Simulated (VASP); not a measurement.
# Hf in VASP: further runs

Aim: see how the results for Hf move with the level of theory and the settings. Levels: LDA, PBE. Tasks: work function.

Everything below comes from runs of VASP 6.6.1. Logs are shortened: lines on timing, memory, paths and dates and some standing lists are left out, and cuts for length are marked.

## (1) The sheet as given

The cell holds a sheet with vacuum, 1 atom: a = 2.779 Å, b = 2.779 Å, c = 23.800 Å, α = 90.00°, β = 90.00°, γ = 90.00°.

The cell was built by a generator and needn't be a form met in nature.

## (2) Work function, LDA

INCAR reads:

```
PREC     = Accurate       # precision mode
ENCUT    = 520            # plane-wave cutoff, eV
EDIFF    = 1E-6           # SCF threshold, eV
ISMEAR   = -1             # smearing method
SIGMA    = 0.05           # smearing width, eV
LREAL    = F              # projectors in reciprocal space
LASPH    = T              # aspherical terms in the spheres
NELM     = 80             # most SCF steps
ALGO     = Normal         # electronic algorithm
ISIF     = 2              # what is computed and relaxed
LWAVE    = F              # write WAVECAR
LCHARG   = T              # write CHGCAR
LDIPOL   = T            
IDIPOL   = 3            
DIPOL    = 0.5 0.5 0.294
LELF     = T              # ELF
LVHAR    = T            
LVACPOTAV= T
```

KPOINTS reads:

```
regular mesh
0
Gamma
  10 10 1
```

POSCAR reads:

```
Hf
1.0
    2.7787600000      0.0000000000      0.0000000000
    0.0000000000      2.7787600000      0.0000000000
    0.0000000000      0.0000000000     23.8000000000
Hf
1
Direct
    0.0000000000      0.0000000000      0.2941200000
```

Potentials or basis: VASP PAW LDA potentials, release 64 (Hf_pv).

Run with:

```bash
> cat potpaw_LDA.64/Hf_pv/POTCAR > POTCAR
> mpirun -np 1 vasp_std > vasp.out
```

OUTCAR:

```text
PREC = Accurate
   ENCUT = 520
   EDIFF = 1E-6
   ISMEAR = -1
   LREAL = F
   LASPH = T
   NELM = 80
   ISIF = 2

 ion  position               nearest neighbor table
   1  0.000  0.000  0.294-

  LATTYP: Found a simple tetragonal cell.
 ALAT       =     2.7787600000
 C/A-ratio  =     8.5649714261

  Lattice vectors:

 A1 = (   2.7787600000,   0.0000000000,   0.0000000000)
 A2 = (   0.0000000000,   2.7787600000,   0.0000000000)
 A3 = (   0.0000000000,   0.0000000000,  23.8000000000)

Analysis of symmetry for initial positions (statically):
=====================================================================
 Subroutine PRICEL returns:
 Original cell was already a primitive cell.

 Routine SETGRP: Setting up the symmetry group for a
 simple tetragonal supercell.

 Subroutine GETGRP returns: Found 16 space group operations
 (whereof  8 operations were pure point group operations)
 out of a pool of 16 trial point group operations.

The static configuration has the point symmetry C_4v.
 The point group associated with its full space group is D_4h.

Analysis of symmetry for dynamics (positions and initial velocities):
=====================================================================
 Subroutine PRICEL returns:
 Original cell was already a primitive cell.

 Routine SETGRP: Setting up the symmetry group for a
 simple tetragonal supercell.

 Subroutine GETGRP returns: Found 16 space group operations
 (whereof  8 operations were pure point group operations)
 out of a pool of 16 trial point group operations.

The dynamic configuration has the point symmetry C_4v.
 The point group associated with its full space group is D_4h.

 Subroutine INISYM returns: Found 16 space group operations
 (whereof  8 operations are pure point group operations),
 and found     1 'primitive' translations

----------------------------------------------------------------------------------------

                                     Primitive cell

  volume of cell :     183.7719

  direct lattice vectors                    reciprocal lattice vectors
     2.778760000  0.000000000  0.000000000     0.359872749  0.000000000  0.000000000
     0.000000000  2.778760000  0.000000000     0.000000000  0.359872749  0.000000000
     0.000000000  0.000000000 23.800000000     0.000000000  0.000000000  0.042016807

  length of vectors
     2.778760000  2.778760000 23.800000000     0.359872749  0.359872749  0.042016807

  position of ions in fractional coordinates (direct lattice)
     0.000000000  0.000000000  0.294120000

  ion indices of the primitive-cell ions
   primitive index   ion index
                 1           1

----------------------------------------------------------------------------------------

 KPOINTS: regular mesh

Automatic generation of k-mesh.
 Grid dimensions read from file:
 generate k-points for:   10   10    1

 Generating k-lattice:

  Cartesian coordinates                     Fractional coordinates (reciprocal lattice)
     0.035987275  0.000000000  0.000000000     0.100000000  0.000000000  0.000000000
     0.000000000  0.035987275  0.000000000     0.000000000  0.100000000  0.000000000
     0.000000000  0.000000000  0.042016807     0.000000000  0.000000000  1.000000000

  Length of vectors
     0.035987275  0.035987275  0.042016807

  Shift w.r.t. Gamma in fractional coordinates (k-lattice)
     0.000000000  0.000000000  0.000000000

 Subroutine IBZKPT returns following result:
 ===========================================

 Found     21 irreducible k-points:

 Following reciprocal coordinates:
            Coordinates               Weight
  0.000000  0.000000  0.000000      1.000000
  0.100000  0.000000  0.000000      4.000000
  0.200000  0.000000  0.000000      4.000000
  0.300000  0.000000  0.000000      4.000000
  0.400000  0.000000  0.000000      4.000000
  0.500000  0.000000  0.000000      2.000000
[... 13 lines left out ...]
  0.500000  0.400000  0.000000      4.000000
  0.500000  0.500000  0.000000      1.000000
   k-points           NKPTS =     21   k-points in BZ     NKDIM =     21   number of bands    NBANDS=      9
   number of dos      NEDOS =    301   number of ions     NIONS =      1
   total plane-waves  NPLWV = 103680
   dimension x,y,z NGX =    24 NGY =   24 NGZ =  180
   dimension x,y,z NGXF=    48 NGYF=   48 NGZF=  360
   ions per type =               1
   NGX,Y,Z   is equivalent  to a cutoff of  14.36, 14.36, 12.57 a.u.
   NGXF,Y,Z  is equivalent  to a cutoff of  28.72, 28.72, 25.15 a.u.
 SYSTEM =  unknown system
   PREC   = accura    normal or accurate (medium, high low for compatibility)
   ISTART =      0    job   : 0-new  1-cont  2-samecut
   ICHARG =      2    charge: 1-file 2-atom 10-const
   ISPIN  =      1    spin polarized calculation?
   LNONCOLLINEAR =      F non collinear calculations
   LSORBIT =      F    spin-orbit coupling
   LASPH  =      T    aspherical Exc in radial PAW
   ENCUT  =  520.0 eV  38.22 Ry    6.18 a.u.   5.17  5.17 44.25*2*pi/ulx,y,z
   NELM   =     80;   NELMIN=  2; NELMDL= -5     # of ELM steps
   EDIFF  = 0.1E-05   stopping-criterion for ELM
   LREAL  =      F    real-space projection
   EDIFFG = 0.1E-04   stopping-criterion for IOM
   NSW    =      0    number of steps for IOM
   IBRION =     -1    ionic relax: 0-MD 1-quasi-New 2-CG
   NFREE  =      0    steps in history (QN), initial steepest desc. (CG)
   ISIF   =      2    stress and relaxation
   ISYM   =      2    0-nonsym 1-usesym 2-fastsym
   POTIM  = 0.5000    time-step for ionic-motion
   TEBEG  =    0.0;   TEEND  =   0.0 temperature during run
   PSTRESS=    0.0 pullay stress
   NELECT =      10.0000    total number of electrons
   NUPDOWN=      -1.0000    fix difference up-down
   EMIN   =  10.00;   EMAX   =-10.00  energy-range for DOS
   EFERMI =   0.00;   METHOD = LEGACY
   ISMEAR =    -1;   SIGMA  =   0.05  broadening in eV -4-tet -1-fermi 0-gaus
   EFERMI_NEDOS =   21; number of points for ismear=-14 and -15
   IALGO  =     38    algorithm
   IMIX   =      4    mixing-type and parameters
     AMIX     =   0.40;   BMIX     =  1.00
     AMIX_MAG =   1.60;   BMIX_MAG =  1.00
  volume/ion in A,a.u.               =     183.77      1240.15
  Fermi-wavevector in a.u.,A,eV,Ry     =   0.620367  1.172323  5.236268  0.384855
  Thomas-Fermi vector in A             =   1.679493
   LORBIT       =      0    0 simple, 1 ext, 2 COOP (PROOUT), +10 PAW based schemes
   GGA     = CA    functional components
   LHFCALC =     F    Hartree Fock is set to
   AEXX    =    0.0000 exact exchange contribution
   IVDW    =     0    specifies the selected vdW correction
   LEPSILON=     F    determine dielectric tensor
   LRPA    =     F    only Hartree local field effects (RPA)
 non-spin polarized calculation
  energy-cutoff  :      520.00
  volume of cell :      183.77
 maximum number of plane-waves:      4993
 NGX is ok and might be reduce to    24
   NGX = 11   NGY = 11   NGZ = 89

 dipolmoment           0.000000      0.000000     -0.000001 electrons x Angstroem

 number of electron      10.0000000 magnetization

 dipolmoment           0.000000      0.000000      0.000002 electrons x Angstroem

 Free energy of the ion-electron system (eV)
  ---------------------------------------------------
  ext. energy  EPLUGINS =         0.00000000
  ---------------------------------------------------
  free energy    TOTEN  =        -8.08234418 eV

  energy without entropy =       -8.06297368  energy(sigma->0) =       -8.07265893

 E-fermi :  -3.2887     XC(G=0):  -2.2060

 val. band max:       -3.2891387502   @ k =   0.3000   0.3000   0.0000
 cond. band min:      -3.2600254376   @ k =   0.2000   0.1000   0.0000
 fundamental gap:      0.0291133126
 Fermi energy:        -3.2887139210

 k-point     1 :       0.0000    0.0000    0.0000
  band No.  band energies     occupation
      1     -34.1058      2.00000
      2     -33.1366      2.00000
      3     -33.1366      2.00000
      4      -8.4835      2.00000
      5      -4.8941      2.00000
      6      -3.7359      1.99974
      7      -3.0042      0.00673
      8       0.8456      0.00000
      9       1.1271      0.00000

 k-point     2 :       0.1000    0.0000    0.0000
  band No.  band energies     occupation
      1     -34.0905      2.00000
      2     -33.2792      2.00000
      3     -33.1247      2.00000
      4      -8.1476      2.00000
      5      -4.6224      2.00000
      6      -3.5561      1.99053
      7      -3.0446      0.01504
      8       0.7876      0.00000
      9       1.0284      0.00000

 k-point     3 :       0.2000    0.0000    0.0000
  band No.  band energies     occupation
      1     -34.0500      2.00000
      2     -33.6392      2.00000
      3     -33.0932      2.00000
      4      -7.3066      2.00000
      5      -3.9286      1.99999
      6      -3.3029      1.14072
      7      -2.9214      0.00129
      8       0.3519      0.00000
      9       1.5697      0.00000

 k-point     4 :       0.3000    0.0000    0.0000
  band No.  band energies     occupation
      1     -34.0605      2.00000
      2     -33.9996      2.00000
      3     -33.0541      2.00000
      4      -6.3051      2.00000
      5      -3.8540      1.99998
      6      -3.1749      0.18615
      7      -1.7961      0.00000
      8       0.5859      0.00000
      9       1.1548      0.00000

 k-point     5 :       0.4000    0.0000    0.0000
  band No.  band energies     occupation
      1     -34.3844      2.00000
      2     -33.9583      2.00000
      3     -33.0222      2.00000
      4      -5.4523      2.00000
      5      -4.3746      2.00000
      6      -2.4345      0.00000
      7      -1.1493      0.00000
      8       0.3939      0.00000
      9       1.3207      0.00000

 k-point     6 :       0.5000    0.0000    0.0000
  band No.  band energies     occupation
      1     -34.5046      2.00000
      2     -33.9424      2.00000
      3     -33.0099      2.00000
      4      -5.0943      2.00000
      5      -4.5767      2.00000
      6      -1.8241      0.00000
      7      -1.4261      0.00000
      8       0.1280      0.00000
      9       1.8364      0.00000
[... 133 lines left out ...]
 k-point    18 :       0.5000    0.3000    0.0000
  band No.  band energies     occupation
      1     -34.3791      2.00000
      2     -33.8869      2.00000
      3     -33.8444      2.00000
      4      -5.0999      2.00000
      5      -3.6010      1.99613
      6      -1.8602      0.00000
      7      -1.1618      0.00000
      8      -0.0282      0.00000
      9       2.6535      0.00000

 k-point    19 :       0.4000    0.4000    0.0000
  band No.  band energies     occupation
      1     -34.2217      2.00000
      2     -34.2077      2.00000
      3     -33.8211      2.00000
      4      -5.6561      2.00000
      5      -3.0794      0.02994
      6      -2.6108      0.00000
      7      -0.7233      0.00000
      8       2.2601      0.00000
      9       2.3177      0.00000

 k-point    20 :       0.5000    0.4000    0.0000
  band No.  band energies     occupation
      1     -34.3302      2.00000
      2     -34.1963      2.00000
      3     -33.8064      2.00000
      4      -5.9106      2.00000
      5      -3.1199      0.06610
      6      -2.6400      0.00000
      7      -0.4384      0.00000
      8       2.4672      0.00000
      9       3.5094      0.00000

 k-point    21 :       0.5000    0.5000    0.0000
  band No.  band energies     occupation
      1     -34.3113      2.00000
      2     -34.3113      2.00000
      3     -33.7918      2.00000
      4      -6.1909      2.00000
      5      -2.9102      0.00103
      6      -2.9102      0.00103
      7      -0.1841      0.00000
      8       3.9189      0.00000
      9       3.9189      0.00000

------------------------ aborting loop because EDIFF is reached ----------------------------------------

  FORCE on cell =-STRESS in cart. coord.  units (eV):
  Direction    XX          YY          ZZ          XY          YZ          ZX
  --------------------------------------------------------------------------------------
  -------------------------------------------------------------------------------------
  Total       -1.4422412     -1.4422412     -0.0028082      0.0000000      0.0000000      0.0000000
  in kB      -12.5738840    -12.5738840     -0.0244831      0.0000000      0.0000000      0.0000000
  external PRESSURE =      -8.3907504 kB  Pullay stress =       0.0000000 kB

 VOLUME and BASIS-vectors are now :
 -----------------------------------------------------------------------------
  energy-cutoff  :      520.00
  volume of cell :      183.77
      direct lattice vectors                 reciprocal lattice vectors
     2.778760000  0.000000000  0.000000000     0.359872749  0.000000000  0.000000000
     0.000000000  2.778760000  0.000000000     0.000000000  0.359872749  0.000000000
     0.000000000  0.000000000 23.800000000     0.000000000  0.000000000  0.042016807

 POSITION                                       TOTAL-FORCE (eV/Angst)
 -----------------------------------------------------------------------------------
      0.00000      0.00000      7.00006         0.000000      0.000000      0.000000
 -----------------------------------------------------------------------------------
    total drift:                                0.000000      0.000000      0.000021

  FREE ENERGIE OF THE ION-ELECTRON SYSTEM (eV)
  ---------------------------------------------------
  free  energy   TOTEN  =        -8.0823441763 eV

  energy  without entropy=       -8.0629736808  energy(sigma->0) =       -8.07265893

 vacuum level on the upper side and lower side of the slab         1.206         1.206
```

Run time: 34 s. Hardware: 1 thread of Intel Xeon Platinum 8375C at 2.90GHz (Ice Lake), shared host; peak memory 0.24 GiB.

What came out:

| Quantity | Value |
| --- | --- |
| Free energy | -8.0823 eV |
| Band gap on the k mesh | none (metal or under the smearing width) |
| Work function of the upper face | 4.49 eV |
| Work function of the lower face | 4.49 eV |

(Continued in part 2 of 2.)
